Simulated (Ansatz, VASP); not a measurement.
# Two plane-wave programs on AlN

INCAR

```
SYSTEM = AlN
PREC = Accurate
ENCUT = 520
EDIFF = 1E-7
ISMEAR = -1
SIGMA = 0.05
LREAL = .FALSE.
LASPH = .TRUE.
NELM = 60
ALGO = Normal
ISIF = 2
LWAVE = .FALSE.
LCHARG = .TRUE.
GGA = PS
LELF = .TRUE.
LVHAR = .TRUE.
NBANDS = 11
```

KPOINTS

```
Automatic mesh
0
G
  9 9 9
  0 0 0
```

POSCAR

```
AlN
1.0
    0.0000000000      2.2058334952      2.1839935596
    2.2058334952      0.0000000000      2.1839935596
    2.2058334952      2.2058334952      0.0000000000
Al N
1 1
Direct
    0.0000000000      0.0000000000      0.0000000000
    0.2500000000      0.2500000000      0.2500000000
```

File input.yaml:

```yaml
crystal:
  lattice:
    - [0.0, 2.2058334952, 2.1839935596]
    - [2.2058334952, 0.0, 2.1839935596]
    - [2.2058334952, 2.2058334952, 0.0]
  atoms:
    - { symbol: Al, position: [0.0, 0.0, 0.0] }
    - { symbol: "N", position: [0.25, 0.25, 0.25] }
hamiltonian:
  xc: pbesol
  pseudopotentials: { kind: paw }
kpoints:
  mp_grid: { grid: [9, 9, 9] }
  band_path:
    path:
      - [[0.0, 0.0, 0.0], [0.0, 0.5, 0.5], [0.255025, 0.5, 0.755025], [0.3775125, 0.3775125, 0.755025], [0.0, 0.0, 0.0], [-0.5, -0.5, 0.0], [-0.3775125, -0.3775125, 0.244975], [0.0, 0.0, 0.5], [-0.25, 0.25, 0.5], [-0.5, -0.255025, 0.244975], [-0.5, -0.5, 0.0]]
      - [[0.0, 0.5, 0.5], [-0.25, 0.25, 0.5]]
    npoints: 14
scf:
  occupations: { method: fermi_dirac, width: 0.05 }
  n_extra_bands: 6
output:
  forces: true
  stress: true
  eigenvalues: true
  fatbands: true
```

Measurements of this composition are mostly on another form, of space group No. 186.

Alike in both runs: functional PBEsol; k mesh 9 × 9 × 9; occupations fermi-dirac, width 0.05 eV; no spin polarisation.

```csv
,VASP,Ansatz
version,VASP 6.6.1,Ansatz 0.2.0
potentials or method,"VASP PAW PBE potentials, release 64 (Al, N)",Ansatz PAW
plane-wave cutoff (eV),520,420
valence electrons in the cell,8,8
task,single point,band structure
```

```csv
,VASP,Ansatz,Ansatz less VASP
gap on the k mesh at the Fermi level (eV),3.31,3.32,+0.008
least direct gap on the mesh (eV),3.93,3.92,-0.015
pressure (GPa),-2.6,-2.6,+0.04
largest component of the traceless stress (GPa),0.84,0.84,-0.001
```

Caveats: the PAW data sets were made with another functional, which shifts forces and pressure a little (VASP); an odd mesh through Γ misses points on the zone boundary, where band edges often lie (VASP); the k mesh misses the band edges, so the gap on the mesh is wider than the one along the path (Ansatz); the pressure holds a Pulay correction of +0.5 GPa for the finite cutoff (Ansatz); the PAW data sets come from PBE, with cores solved anew for the run's functional, which leaves a small shift of forces and pressure (Ansatz). As with any semilocal functional, this PBEsol gap is likely too small.
